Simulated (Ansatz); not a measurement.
ZnO in the rocksalt structure: a single-point calculation in Ansatz 0.2.0 (r2SCAN0). The geometry is the r2SCAN minimum.

Input file:
```yaml
crystal:
  lattice:
    - [0.0, 2.1337703972, 2.1337703972]
    - [2.1337703972, 0.0, 2.1337703972]
    - [2.1337703972, 2.1337703972, 0.0]
  atoms:
    - { symbol: Zn, position: [0.0, 0.0, 0.0] }
    - { symbol: O, position: [0.5, 0.5, 0.5] }
kpoints:
  mp_grid: { grid: [8, 8, 8] }
  band_path:
    path:
      - [0.0, 0.0, 0.0]
      - [0.5, 0.0, 0.5]
      - [0.625, 0.25, 0.625]
      - [0.375, 0.375, 0.75]
      - [0.5, 0.5, 0.5]
      - [0.5, 0.25, 0.75]
      - [0.0, 0.0, 0.5]
    npoints: 1
hamiltonian:
  xc: r2scan0
scf:
  occupations: { method: fixed }
  n_extra_bands: 4
output:
  forces: true
  stress: true
  eigenvalues: true
```

Run as `ansatz run input.yaml --threads 2 --pin off --max-ram 2211MiB --backend cpu --events-out ev --progress --plain --runs-dir out`.

What the program printed (shortened):
```
scf.n_extra_bands = 4 over 9 filled bands (N_el = 18.0): the run solves 13 bands
Pseudopotential: Zn, paw, valence charge 12, recommended cutoff 500 eV (meta_gga)
Pseudopotential: O, paw, valence charge 6, recommended cutoff 500 eV (meta_gga)
Functional definition: r2SCAN0
Crystal: 2 atoms, lattice volume = 19.430 Å³
Basis set: ecut = 500 eV, 531 PW (Γ)
Symmetry: 48 space group operations
Space group: Fm-3m (ITA 225)
k-points: 29 of 512
[warm-up without exact exchange]
SCF iter   1: HF=-3894.721366 eV  Δρ=2.50e-2  dr2=5.79e-2
SCF iter   2: HF=-3894.729429 eV  Δρ=4.60e-3  dr2=3.30e-3
SCF iter   3: HF=-3894.727335 eV  Δρ=4.87e-3  dr2=1.66e-3
SCF iter   4: HF=-3894.727385 eV  Δρ=2.02e-3  dr2=6.54e-4
SCF iter   5: HF=-3894.727245 eV  Δρ=7.78e-5  dr2=7.11e-7
SCF 1 stopped early in 5 iterations: F = -3894.727245 eV  dr2 = 7.11e-7
[exact exchange on]
SCF iter   1: HF=-3892.958649 eV  Δρ=1.83e-2  dr2=3.16e-2
preconditioner: auto → none  [insulator: Δε(μ)=3.874 eV  ℏωp=35.7 eV]
SCF iter   2: HF=-3892.948262 eV  Δρ=2.38e-3  dr2=1.84e-3
SCF iter   3: HF=-3892.956118 eV  Δρ=2.51e-3  dr2=7.70e-4
SCF iter   4: HF=-3892.955912 eV  Δρ=7.09e-4  dr2=1.16e-4
SCF iter   5: HF=-3892.956061 eV  Δρ=3.18e-4  dr2=1.64e-5
SCF iter   6: HF=-3892.956058 eV  Δρ=4.87e-5  dr2=4.57e-6
SCF 2 stopped early in 6 iterations: F = -3892.956058 eV  dr2 = 4.57e-6
hybrid outer 1: dexx = +8.824e-3 eV, tail = 3.31e-5 eV
SCF iter   1: HF=-3892.955696 eV  Δρ=1.52e-4  dr2=3.20e-6
SCF iter   2: HF=-3892.955695 eV  Δρ=2.49e-5  dr2=2.27e-7
SCF iter   3: HF=-3892.955696 eV  Δρ=2.12e-5  dr2=8.83e-8
SCF iter   4: HF=-3892.955696 eV  Δρ=4.98e-6  dr2=5.76e-9
SCF 3 converged in 4 iterations: F = -3892.955696 eV  dr2 = 5.76e-9
hybrid outer 2: dexx = +3.670e-7 eV, tail = 1.97e-8 eV, Δε = 5.81e-3 eV
NSCF: frozen V_eff on 7 k-points
Free energy (F): -3892.955696 eV
Fermi energy:    8.186639 eV
--- Stress (GPa, compression-positive) ---
       -3.879727       0.000000       0.000000
        0.000000      -3.879727       0.000000
        0.000000       0.000000      -3.879727
  P = ⅓ Tr σ = -3.8797 GPa (-38.797 kbar)
```

The file bands.tsv (bands near the Fermi energy, numbered from 0, rounded):
```tsv
# k_distance	band_4	band_5	band_6	band_7	band_8	band_9	band_10	band_11	band_12
# fermi_ev = 8.186639
# [0, 0, 0] at k_distance = 0.000000
# [0.5, 0, 0.5] at k_distance = 1.472320
# [0.625, 0.25, 0.625] at k_distance = 1.992864
# [0.375, 0.375, 0.75] at k_distance = 2.894472
# [0.5, 0.5, 0.5] at k_distance = 3.796080
# [0.5, 0.25, 0.75] at k_distance = 4.837167
# [0, 0, 0.5] at k_distance = 5.878255
# levels_relative_to = fermi_ev
0.000	-6.033	-6.033	-1.222	-1.222	-1.222	3.915	21.421	21.421	21.421
1.472	-5.631	-5.631	-5.362	-2.811	-2.811	7.751	14.293	14.557	19.704
1.993	-5.694	-5.693	-4.325	-3.500	-1.557	9.667	13.264	14.265	18.626
2.894	-5.694	-5.693	-4.325	-3.500	-1.557	9.667	13.264	14.265	18.626
3.796	-5.749	-5.749	-4.419	0.000	0.000	8.570	13.118	16.517	16.517
4.837	-5.631	-5.481	-3.844	-3.844	-2.257	10.537	14.088	14.088	15.884
5.878	-5.749	-5.749	-4.419	0.000	0.000	8.570	13.118	16.517	16.517
```
In order the rows are Γ, X, U, K, L, W, L.

r2SCAN0 gives an indirect gap of 3.91 eV, from L to Γ; the least direct gap is 5.14 eV at Γ. The mean pressure is -3.9 GPa (compression positive), so r2SCAN0 would shrink the cell's volume. (The program warns that its thresholds are loose for a hybrid's stress.)

No spin polarisation and no zero-point or thermal motion; the cell was built from a prototype and may be hypothetical.

The meshes of the hybrids are coarse, so their gaps aren't converged to the digits shown.
